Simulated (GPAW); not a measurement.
# Cr: density of states with TASK

The system is Cr.

```
Cr
1.0
    -1.48445    1.48445    1.48445
     1.48445   -1.48445    1.48445
     1.48445    1.48445   -1.48445
Cr
1
Direct
  0.00000 0.00000 0.00000
```

```json
{"Program": "GPAW 26.7.0", "Task": "density of states", "Functional": "TASK", "Potentials or basis": "GPAW PAW data sets (gpaw-data 1.2.1), newer versions", "Cutoff": "600 eV", "Basis": "pw", "k mesh": "12 × 12 × 12", "Occupations": "fermi-dirac, width 0.05 eV", "Spin": "collinear spin, random start", "Starting moments": "[2.24] μB", "Maxiter": "150", "k mesh for the DOS": "18 × 18 × 18", "Dos width": "0.1 eV", "Data set": "Cr v3"}
```

```json
{"Pressure": "-24.8 GPa", "Band gap on the k mesh": "none (metal or under the smearing width)", "Net moment": "0.00 μB per cell", "Density of states at the Fermi level": "0.72 states/eV per cell"}
```

Levels at points of the mesh, in eV from the Fermi level:
Spin up:
```
           k point  band 3  band 4  band 5  band 6  band 7  band 8  band 9  band 10  band 11  band 12
(0.00, 0.00, 0.00)  -45.42  -45.42   -8.33   -0.75   -0.75   -0.75    1.41     1.41    23.56    23.56
(0.50, 0.50, 0.00)  -45.65  -45.43   -4.15   -2.19    0.78    1.30    1.68     2.62     9.50    18.06
(0.50, 0.50, 0.50)  -45.93  -45.93   -3.72   -3.72    2.28    2.28    2.28    10.65    10.65    10.65
```
Spin down:
```
           k point  band 4  band 5  band 6  band 7  band 8  band 9  band 10  band 11
(0.00, 0.00, 0.00)  -45.42   -8.33   -0.75   -0.75   -0.75    1.41     1.41    23.56
(0.50, 0.50, 0.00)  -45.43   -4.15   -2.19    0.78    1.30    1.68     2.62     9.50
(0.50, 0.50, 0.50)  -45.93   -3.72   -3.72    2.28    2.28    2.28    10.65    10.65
```

States per cell in windows of 1 eV (zero at the Fermi level; states under -8 eV left out):
| from (eV) | up | down |
| --- | --- | --- |
| -8.0 | 0.03 | 0.03 |
| -7.0 | 0.06 | 0.06 |
| -6.0 | 0.08 | 0.08 |
| -5.0 | 0.21 | 0.21 |
| -4.0 | 0.54 | 0.54 |
| -3.0 | 0.69 | 0.69 |
| -2.0 | 1.02 | 1.02 |
| -1.0 | 0.36 | 0.36 |
| 0.0 | 0.69 | 0.69 |
| 1.0 | 1.36 | 1.36 |
| 2.0 | 0.37 | 0.37 |
| 3.0 | 0.17 | 0.17 |
| 4.0 | 0.13 | 0.13 |
| 5.0 | 0.11 | 0.11 |

Run time: 2.9 min on 1 thread of Arm Neoverse V1, on a shared host, peak memory 0.53 GiB.

Caveat: the starting moments collapsed, and a magnetic state may lie lower; so large a pressure means that the cell lies far from this level's equilibrium, or that cutoff or potentials fall short; the potentials were made for another functional, which shifts forces and pressure.
